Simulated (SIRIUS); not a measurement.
# BP (F-43m) in SIRIUS: equation of state

Aim: energy against volume of BP in PBEsol, for its equilibrium volume and stiffness.

All numbers are computed with SIRIUS 7.10.0; they aren't measurements. Logs are shortened: lines on timing, memory, paths and dates and some standing lists are left out, and cuts for length are marked. The log counts tension as positive stress, the text compression.

**The experiment to reproduce.**

“Equation of state of single-crystal cubic boron phosphide”, 2014, arxiv:1407.1677 reports, for a bulk crystal of BP at 300 K: bulk modulus 179 ± 1 GPa.

How close the calculation comes is told below.

## 1. The crystal as given

Symmetry: F-43m, No. 216, cubic system. Conventional cell: a = 4.538 Å, b = 4.538 Å, c = 4.538 Å, α = 90.00°, β = 90.00°, γ = 90.00°. P (site symmetry -43m) has 4 B at 1.97 Å as nearest neighbours. Around B (site symmetry -43m) lie 4 P at 1.97 Å.

## 2. Single point, PBEsol, 10.98 Å³/atom (volume scaled by 0.94)

sirius.json reads:

```json
{
  "control": {
    "processing_unit": "cpu",
    "verbosity": 2,
    "num_bands_to_print": 10,
    "print_forces": true,
    "print_stress": true
  },
  "parameters": {
    "electronic_structure_method": "pseudopotential",
    "xc_functionals": ["XC_GGA_X_PBE_SOL", "XC_GGA_C_PBE_SOL"],
    "gk_cutoff": 8.8,
    "pw_cutoff": 17.6,
    "ngridk": [10, 10, 10],
    "shiftk": [0, 0, 0],
    "smearing": "fermi_dirac",
    "smearing_width": 0.0018374661,
    "num_bands": 10,
    "num_mag_dims": 0,
    "num_dft_iter": 100,
    "energy_tol": 1e-08,
    "density_tol": 1e-06
  },
  "iterative_solver": {
    "type": "davidson",
    "min_tolerance": 1e-09,
    "tolerance_scale": [0.1, 0.25]
  },
  "mixer": {
    "type": "anderson",
    "beta": 0.7,
    "max_history": 8
  },
  "settings": {
    "tol_ne": 1e-10,
    "pseudo_grid_cutoff": 6.5
  },
  "unit_cell": {
    "lattice_vectors": [
      [0.0, 0.707106781187, 0.707106781187],
      [0.707106781187, 0.0, 0.707106781187],
      [0.707106781187, 0.707106781187, 0.0]
    ],
    "lattice_vectors_scale": 5.9400620086,
    "atom_coordinate_units": "lattice",
    "atom_types": ["P", "B"],
    "atom_files": {
      "P": "P.json",
      "B": "B.json"
    },
    "atoms": {
      "P": [
        [0.75, 0.75, 0.75]
      ],
      "B": [
        [0.0, 0.0, 0.0]
      ]
    }
  }
}
```

Potentials or basis: PseudoDojo 0.4.1 PBEsol standard (scalar relativistic).

Run with:

```sh
upf_to_json P.upf
upf_to_json B.upf
OMP_NUM_THREADS=1 sirius.scf --input=sirius.json --output=out.json --task=0
```

The program printed:

```text
[info] SIRIUS version : 7.10.0
[info] number of MPI ranks           : 1
[info] MPI grid                      : 1 1
[info] maximum number of OMP threads : 1
[fft] FFT context for density and potential
[fft] =====================================
[fft]   comm size                             : 1
[fft]   plane wave cutoff                     : 17.6
[fft]   grid size                             : 36 36 36   total : 46656
[fft]   grid limits                           : -17 18   -17 18   -17 18
[fft]   number of G-vectors within the cutoff : 6818
[fft]   local number of G-vectors             : 6818
[fft]   number of G-shells                    : 400
[fft] FFT context for coarse grid
[fft] =====================================
[fft]   comm size                             : 1
[fft]   plane wave cutoff                     : 17.6
[fft]   grid size                             : 36 36 36   total : 46656
[fft]   grid limits                           : -17 18   -17 18   -17 18
[fft]   number of G-vectors within the cutoff : 6818
[fft]   local number of G-vectors             : 6818
[fft]   number of G-shells                    : 400
[unit cell] lattice vectors
[unit cell]   a1 :       0.0000000000      4.2002581270      4.2002581270
[unit cell]   a2 :       4.2002581270      0.0000000000      4.2002581270
[unit cell]   a3 :       4.2002581270      4.2002581270      0.0000000000
[unit cell] reciprocal lattice vectors
[unit cell]   b1 :      -0.7479522826      0.7479522826      0.7479522826
[unit cell]   b2 :       0.7479522826     -0.7479522826      0.7479522826
[unit cell]   b3 :       0.7479522826      0.7479522826     -0.7479522826
[unit cell] unit cell volume :       148.20332184 [a.u.^3]
[unit cell] 1/sqrt(omega)    :         0.08214309
[unit cell] MT volume        :         0.00000000 ( 0.00%)
[unit cell] IT volume        :       148.20332184 (100.00%)
[unit cell] number of atom types : 2
[unit cell] type id : 0 symbol :  P mt_radius :  12.970000 num_atoms : 1
[unit cell] type id : 1 symbol :  B mt_radius :  15.330000 num_atoms : 1
[unit cell] total number of atoms : 2
[unit cell] number of symmetry classes : 2
[unit cell] number of PAW atoms : 0
[unit cell] atom id  type id  class id             position                      vector_field
[unit cell] ------------------------------------------------------------------------------------------
[unit cell]      0        0        0      0.75000   0.75000   0.75000      0.00000   0.00000   0.00000
[unit cell]      1        1        1      0.00000   0.00000   0.00000      0.00000   0.00000   0.00000
[unit cell] atom id         position (Cartesian, a.u.)
[... 318 lines left out ...]
[find] hartree contribution           :       0.59129704
[find] xc contribution                :      -3.34338857
[find] ewald contribution             :     -10.71025781
[find] PAW contribution               :       0.00000000
[find] smearing (-TS)                 :      -0.00000001
[find] SCF correction                 :       0.00000060
[find] Total energy                   :      -9.88900482 (Ha),     -19.77800964 (Ry)
[find] Free energy (E-TS)             :      -9.88900483 (Ha),     -19.77800966 (Ry)
[find] band gap (eV)                  :       1.05797099
[find] Efermi                         :       0.38853765
[find] iteration : 10, RMS : 3.475170707141e-08, energy difference : -3.736211340311e-10
[find] Hartree energy of density residual : 1.060175949554e-13
[find] bands are converged : false
[find] iterative solver converged : true
[find] converged after 11 SCF iterations!
[find] Charges and magnetic moments
[find] --------------------------------------------------------------------------------
[find] total charge          : 8.000000
[find] Energy
[find] --------------------------------------------------------------------------------
[find] valence_eval_sum               :       0.97106414
[find] <rho|V^{XC}>                   :      -3.78487386
[find] <rho|E^{XC}>                   :      -3.34338857
[find] <mag|B^{XC}>                   :       0.00000000
[find] <rho|V^{H}>                    :       1.18259408
[find] one-electron contribution      :       3.57334392 (Ha),       7.14668784 (Ry)
[find] hartree contribution           :       0.59129704
[find] xc contribution                :      -3.34338857
[find] ewald contribution             :     -10.71025781
[find] PAW contribution               :       0.00000000
[find] smearing (-TS)                 :      -0.00000001
[find] SCF correction                 :       0.00000060
[find] Total energy                   :      -9.88900482 (Ha),     -19.77800964 (Ry)
[find] Free energy (E-TS)             :      -9.88900483 (Ha),     -19.77800966 (Ry)
[find] band gap (eV)                  :       1.05797099
[find] Efermi                         :       0.38853765
[ground_state] === stress tensor components [kbar] ===
[ground_state] === stress_kin ===
[ground_state] -6290.296498    0.000000    0.000000
[ground_state]     0.000000-6290.296498   -0.000000
[ground_state]     0.000000   -0.000000-6290.296498
[ground_state] === stress_har ===
[ground_state]  -391.276819    0.000000    0.000000
[ground_state]     0.000000 -391.276819   -0.000000
[ground_state]     0.000000   -0.000000 -391.276819
[ground_state] === stress_ewald ===
[ground_state]  7087.259551   -0.000000    0.000000
[ground_state]    -0.000000 7087.259551    0.000000
[ground_state]     0.000000    0.000000 7087.259551
[ground_state] === stress_vloc ===
[ground_state]   558.596754   -0.000000   -0.000000
[ground_state]    -0.000000  558.596754    0.000000
[ground_state]    -0.000000    0.000000  558.596754
[ground_state] === stress_xc ===
[ground_state]   878.870547   -0.000000   -0.000000
[ground_state]    -0.000000  878.870547    0.000000
[ground_state]    -0.000000    0.000000  878.870547
[ground_state] === stress_core ===
[ground_state]  1053.722176   -0.000000   -0.000000
[ground_state]    -0.000000 1053.722176    0.000000
[ground_state]    -0.000000    0.000000 1053.722176
[ground_state] === stress_nonloc ===
[ground_state] -2990.341069    0.000000    0.000000
[ground_state]     0.000000-2990.341069   -0.000000
[ground_state]     0.000000   -0.000000-2990.341069
[ground_state] === stress_us_nl ===
[ground_state] -2990.341069    0.000000    0.000000
[ground_state]     0.000000-2990.341069   -0.000000
[ground_state]     0.000000   -0.000000-2990.341069
[ground_state] === stress_total ===
[ground_state]   -93.465359    0.000000   -0.000000
[ground_state]     0.000000  -93.465359   -0.000000
[ground_state]    -0.000000   -0.000000  -93.465359
[ground_state] ==== total Forces in Ha/bohr =====
[ground_state] atom:    0, force:       0.0000000      0.0000000     -0.0000000
[ground_state] atom:    1, force:      -0.0000000     -0.0000000      0.0000000
[ground_state] ==== ultrasoft contribution from Qij =====
[ground_state] atom:    0, force:       0.0000000      0.0000000      0.0000000
[ground_state] atom:    1, force:       0.0000000      0.0000000      0.0000000
[ground_state] ==== non-local contribution from Beta-projector =====
[ground_state] atom:    0, force:       0.0000000      0.0000000     -0.0000000
[ground_state] atom:    1, force:      -0.0000000     -0.0000000      0.0000000
[ground_state] ==== contribution from local potential =====
[ground_state] atom:    0, force:       0.0000000     -0.0000000      0.0000000
[ground_state] atom:    1, force:      -0.0000000     -0.0000000      0.0000000
[ground_state] ==== contribution from core density =====
[ground_state] atom:    0, force:       0.0000000      0.0000000     -0.0000000
[ground_state] atom:    1, force:      -0.0000000      0.0000000      0.0000000
[ground_state] ==== Ewald forces from ions =====
[ground_state] atom:    0, force:       0.0000000     -0.0000000      0.0000000
[ground_state] atom:    1, force:       0.0000000      0.0000000      0.0000000
[~DFT_ground_state] local op. applied: 13096
[~DFT_ground_state] evp. work count: 5738.12
[~DFT_ground_state] number of iterative solver steps: 1562
```

It took 18 s on 1 thread of Arm Neoverse V1, shared host; peak memory 0.22 GiB.

What came out:

| Item | Value |
| --- | --- |
| Free energy | -269.0935 eV |
| Pressure | 9.3 GPa |
| Band gap on the k mesh | 1.06 eV |

## 3. Single point, PBEsol, 11.21 Å³/atom (volume scaled by 0.96)

sirius.json, as its differences from that of step 2:

```diff
@@ -43,3 +43,3 @@
     ],
-    "lattice_vectors_scale": 5.9400620086,
+    "lattice_vectors_scale": 5.9818948095,
     "atom_coordinate_units": "lattice",
```

Potentials or basis: PseudoDojo 0.4.1 PBEsol standard (scalar relativistic).

Run with:

```sh
upf_to_json P.upf
upf_to_json B.upf
OMP_NUM_THREADS=1 sirius.scf --input=sirius.json --output=out.json --task=0
```

Run time: 18 s. Hardware: 1 thread of Arm Neoverse V1, shared host; peak memory 0.23 GiB.

Results (log left out):

```yaml
Free_energy: -269.1147 eV
Pressure: 5.2 GPa
Band_gap_on_the_k_mesh: 1.09 eV
```

## 4. Single point, PBEsol, 11.45 Å³/atom (volume scaled by 0.98)

sirius.json, as its differences from that of step 3:

```diff
@@ -43,3 +43,3 @@
     ],
-    "lattice_vectors_scale": 5.9818948095,
+    "lattice_vectors_scale": 6.02315056,
     "atom_coordinate_units": "lattice",
```

Run with:

```sh
upf_to_json P.upf
upf_to_json B.upf
OMP_NUM_THREADS=1 sirius.scf --input=sirius.json --output=out.json --task=0
```

Wall time 19 s (1 thread of Arm Neoverse V1, shared host); peak memory 0.23 GiB.

The run converged. Its results:

* Free energy: -269.1245 eV
* Pressure: 1.5 GPa
* Band gap on the k mesh: 1.11 eV

## 5. Single point, PBEsol, 11.92 Å³/atom (volume scaled by 1.02)

sirius.json, as its differences from that of step 4:

```diff
@@ -43,3 +43,3 @@
     ],
-    "lattice_vectors_scale": 6.02315056,
+    "lattice_vectors_scale": 6.104007867,
     "atom_coordinate_units": "lattice",
```

Run with:

```sh
upf_to_json P.upf
upf_to_json B.upf
OMP_NUM_THREADS=1 sirius.scf --input=sirius.json --output=out.json --task=0
```

Run time: 22 s. Hardware: 1 thread of Arm Neoverse V1, shared host; peak memory 0.24 GiB.

The run converged. Its results:

* Free energy: -269.1138 eV
* Pressure: -5.0 GPa
* Band gap on the k mesh: 1.16 eV

## 6. Single point, PBEsol, 12.15 Å³/atom (volume scaled by 1.04)

sirius.json, as its differences from that of step 5:

```diff
@@ -43,3 +43,3 @@
     ],
-    "lattice_vectors_scale": 6.104007867,
+    "lattice_vectors_scale": 6.1436453925,
     "atom_coordinate_units": "lattice",
```

Potentials or basis: PseudoDojo 0.4.1 PBEsol standard (scalar relativistic).

Run with:

```sh
upf_to_json P.upf
upf_to_json B.upf
OMP_NUM_THREADS=1 sirius.scf --input=sirius.json --output=out.json --task=0
```

It took 22 s on 1 thread of Arm Neoverse V1, shared host; peak memory 0.24 GiB.

Results (log left out):

```yaml
Free_energy: -269.0952 eV
Pressure: -7.8 GPa
Band_gap_on_the_k_mesh: 1.19 eV
```

## 7. Single point, PBEsol, 12.38 Å³/atom (volume scaled by 1.06)

sirius.json, as its differences from that of step 6:

```diff
@@ -43,3 +43,3 @@
     ],
-    "lattice_vectors_scale": 6.1436453925,
+    "lattice_vectors_scale": 6.1827779468,
     "atom_coordinate_units": "lattice",
```

Potentials or basis: PseudoDojo 0.4.1 PBEsol standard (scalar relativistic).

Run with:

```sh
upf_to_json P.upf
upf_to_json B.upf
OMP_NUM_THREADS=1 sirius.scf --input=sirius.json --output=out.json --task=0
```

The program printed:

```text
[info] SIRIUS version : 7.10.0
[info] number of MPI ranks           : 1
[info] MPI grid                      : 1 1
[info] maximum number of OMP threads : 1
[fft] FFT context for density and potential
[fft] =====================================
[fft]   comm size                             : 1
[fft]   plane wave cutoff                     : 17.6
[fft]   grid size                             : 40 40 40   total : 64000
[fft]   grid limits                           : -19 20   -19 20   -19 20
[fft]   number of G-vectors within the cutoff : 7677
[fft]   local number of G-vectors             : 7677
[fft]   number of G-shells                    : 444
[fft] FFT context for coarse grid
[fft] =====================================
[fft]   comm size                             : 1
[fft]   plane wave cutoff                     : 17.6
[fft]   grid size                             : 40 40 40   total : 64000
[fft]   grid limits                           : -19 20   -19 20   -19 20
[fft]   number of G-vectors within the cutoff : 7677
[fft]   local number of G-vectors             : 7677
[... 399 lines left out ...]
[ground_state] === stress_core ===
[ground_state]   926.876062    0.000000   -0.000000
[ground_state]     0.000000  926.876062   -0.000000
[ground_state]    -0.000000   -0.000000  926.876062
[ground_state] === stress_nonloc ===
[ground_state] -2642.981379   -0.000000    0.000000
[ground_state]    -0.000000-2642.981379    0.000000
[ground_state]     0.000000    0.000000-2642.981379
[ground_state] === stress_us_nl ===
[ground_state] -2642.981379   -0.000000    0.000000
[ground_state]    -0.000000-2642.981379    0.000000
[ground_state]     0.000000    0.000000-2642.981379
[ground_state] === stress_total ===
[ground_state]   103.214434    0.000000    0.000000
[ground_state]     0.000000  103.214434   -0.000000
[ground_state]     0.000000   -0.000000  103.214434
[ground_state] ==== total Forces in Ha/bohr =====
[ground_state] atom:    0, force:       0.0000000      0.0000000     -0.0000000
[ground_state] atom:    1, force:       0.0000000      0.0000000     -0.0000000
[ground_state] ==== ultrasoft contribution from Qij =====
[ground_state] atom:    0, force:       0.0000000      0.0000000      0.0000000
[... 6 lines left out ...]
[ground_state] atom:    1, force:       0.0000000      0.0000000      0.0000000
[ground_state] ==== contribution from core density =====
[ground_state] atom:    0, force:       0.0000000      0.0000000     -0.0000000
[ground_state] atom:    1, force:       0.0000000      0.0000000     -0.0000000
[ground_state] ==== Ewald forces from ions =====
[ground_state] atom:    0, force:       0.0000000      0.0000000      0.0000000
[ground_state] atom:    1, force:       0.0000000      0.0000000      0.0000000
[~DFT_ground_state] local op. applied: 13262
[~DFT_ground_state] evp. work count: 5763.18
[~DFT_ground_state] number of iterative solver steps: 1709
```

It took 23 s on 1 thread of Arm Neoverse V1, shared host; peak memory 0.28 GiB.

What came out:

| Quantity | Value |
| --- | --- |
| Free energy | -269.0688 eV |
| Pressure | -10.3 GPa |
| Band gap on the k mesh | 1.21 eV |

## 8. Equation of state, PBEsol

Potentials or basis: PseudoDojo 0.4.1 PBEsol standard (scalar relativistic).

No new run: the results of the series are fitted here.

Results:

- Equilibrium volume: 11.55 Å³/atom
- Bulk modulus: 169 GPa
- Pressure derivative of the bulk modulus: 3.8

Energy against volume, from the lowest point:
```csv
volume (Å³/atom),energy (meV/atom)
10.981,15.49
11.214,4.88
11.448,0.00
11.682,0.31
11.915,5.35
12.149,14.66
12.383,27.87
```

## 9. Against experiment

Step 8. Against the measured bulk modulus of BP, 179 GPa (300 K; “Equation of state of single-crystal cubic boron phosphide”, 2014, arxiv:1407.1677), the calculated 169 GPa is off by -5.7 %. 3 values of this kind are on record (173 to 179 GPa); this one was drawn at random among those near their median, those with a stated uncertainty first. The fit is for a static lattice scaled at fixed shape and fixed fractional positions.
